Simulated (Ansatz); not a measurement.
**Vibrational response of Na₂S at 2 GPa**

These are results of DFT PBEsol, scalar-relativistic, plane waves, PAW (Ansatz), not measurements. Cutoff 420 eV, 8×8×8 k-points (Γ-centred), fixed occupations. No spin polarisation. Phonons by linear response, acoustic sum rule imposed.

The cell, relaxed at 2 GPa:
```yaml
crystal:
  lattice:
    - [0.00000, 3.18681, 3.18681]
    - [3.18681, 0.00000, 3.18681]
    - [3.18681, 3.18681, 0.00000]
  atoms:
    - { symbol: Na, position: [0.25000, 0.25000, 0.25000] }
    - { symbol: Na, position: [0.75000, 0.75000, 0.75000] }
    - { symbol: S, position: [0.00000, 0.00000, 0.00000] }
```

(1) Give the high-frequency dielectric tensor ε∞.

(2) Give the Born effective charges.

(3) How large is the static dielectric tensor with the ions free to move, and what share of it is ionic?

Answers

(1)
```
3.54 0.00 0.00
0.00 3.54 0.00
0.00 0.00 3.54
```

(2)
| atom | Z*xx | Z*yy | Z*zz | mean |
| --- | --- | --- | --- | --- |
| Na (atom 1) | 0.94 | 0.94 | 0.94 | 0.94 |
| S (atom 3) | -1.87 | -1.87 | -1.87 | -1.87 |

(3)
```
6.2 0.0 0.0
0.0 6.2 0.0
0.0 0.0 6.2
```
The ions give 43 % of its trace.

Cost: 1 run of about 1.3 core-minutes, on Arm Neoverse V2 (shared hosts).